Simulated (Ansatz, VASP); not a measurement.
# C in VASP and in Ansatz

The input INCAR:

```
SYSTEM = C
  PREC = Accurate
  ENCUT = 520
  EDIFF = 1E-6
  ISMEAR = 0
  SIGMA = 0.05
  LREAL = .False.
  LASPH = .True.
  NELM = 80
  ALGO = Normal
  ISIF = 2
  LWAVE = .False.
  LCHARG = .False.
  GGA = PE
  IVDW = 12
  NBANDS = 11
```

KPOINTS

```
regular mesh
0
Gamma
  15 15 15
  0 0 0
```

The input POSCAR:

```
C
1.0
    1.2222513345      0.7056671370      3.3330408480
   -1.2222513345      0.7056671370      3.3330408480
    0.0000000000     -1.4113342740      3.3330408480
C
2
Direct
    0.1609424319      0.1609424319      0.1609424319
    0.8390575681      0.8390575681      0.8390575681
```

Input for Ansatz:

```yaml
crystal:
  lattice:
    - [1.2222513345, 0.705667137, 3.333040848]
    - [-1.2222513345, 0.705667137, 3.333040848]
    - [0.0, -1.411334274, 3.333040848]
  atoms:
    - { symbol: C, position: [0.1609424319, 0.1609424319, 0.1609424319] }
    - { symbol: C, position: [0.8390575681, 0.8390575681, 0.8390575681] }
basis:
  ecutwfc: 520.0
kpoints:
  mp_grid: { grid: [15, 15, 15] }
hamiltonian:
  xc: pbe
  pseudopotentials: { kind: paw, azcp: { folder: soft_1 } }
  dispersion: d3bj
scf:
  occupations: { method: gaussian, width: 0.05 }
output:
  forces: true
  stress: true
  eigenvalues: true
```

Change from the starting cell: mode 4 frozen in at -0.057 Å, equal normal strain along x, y and z -0.0083.

Alike in both runs: task single point; functional PBE; dispersion D3(BJ); k mesh 15 × 15 × 15; occupations gaussian, width 0.05 eV; no spin polarisation.

|  | VASP | Ansatz |
| --- | --- | --- |
| version | VASP 6.6.1 | Ansatz 0.2.0 |
| potentials or method | VASP PAW PBE potentials, release 64 (C) | scalar-relativistic, plane waves, PAW |
| plane-wave cutoff (eV) | 520 | 520 |
| valence electrons in the cell | 8 | 8 |

|  | VASP | Ansatz | Ansatz less VASP |
| --- | --- | --- | --- |
| gap on the k mesh at the Fermi level (eV) | 0.88 | 0.88 | 0.000 |
| least direct gap on the mesh (eV) | 0.88 | 0.88 | 0.000 |
| pressure (GPa) | 7.3 | 6.8 | -0.47 |
| largest component of the traceless stress (GPa) | 9.45 | 8.91 | -0.544 |
| rms of the force components (eV/Å) | 1.073 | 1.077 | +0.0042 |

Atom by atom the forces differ by 0.004 eV/Å (rms over components).

Caveats: an odd mesh through Γ misses points on the zone boundary, where band edges often lie; forces of over 1 eV/Å show positions far from the minimum, so gaps and moduli don't describe the material at rest.
